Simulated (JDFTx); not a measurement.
The system is CuI (Marshite).

```xyz
2
Lattice="0.0000 3.0315 3.0315 3.0315 0.0000 3.0315 3.0315 3.0315 0.0000" Properties=species:S:1:pos:R:3 pbc="T T T"
I     0.0000    0.0000    0.0000
Cu    4.5473    4.5473    4.5473
```

- Program: JDFTx 1.7.0 (patched build)
- Task: single point
- Functional: PBE
- Potentials or basis: PseudoDojo-SR-PBE-0.5-standard with smoothed tails
- Cutoff: 1252 eV
- Density cutoff: 10014 eV
- k mesh: 8 × 8 × 8
- Occupations: fermi-dirac, width 0.05 eV
- Spin: no spin polarisation

On this cell: pressure 0.1 GPa; largest force zero by symmetry; band gap on the k mesh 1.09 eV, direct.

The same run follows on a disturbed copy (atoms moved at random, drawn with an rms of 0.05 Å):

```
I Cu
1.0
     0.00000    3.03150    3.03150
     3.03150    0.00000    3.03150
     3.03150    3.03150    0.00000
I Cu
1 1
Direct
  0.99532 0.00687 0.00367
  0.76201 0.76128 0.73768
```

What changes?

The energy moves by +3.4 meV/atom; pressure 0.2 GPa; largest force 0.187 eV/Å; band gap on the k mesh 1.08 eV, direct.

Forces in eV/Å, atoms in the order of the input:
```
I   -0.090 -0.022  0.163
Cu   0.090  0.022 -0.163
```

Stress tensor (GPa, compression positive):
```
 0.24  0.62 -0.08
 0.62  0.26 -0.34
-0.08 -0.34  0.21
```

Caveats: spin-orbit coupling is left out, which moves the levels of the heavy elements.

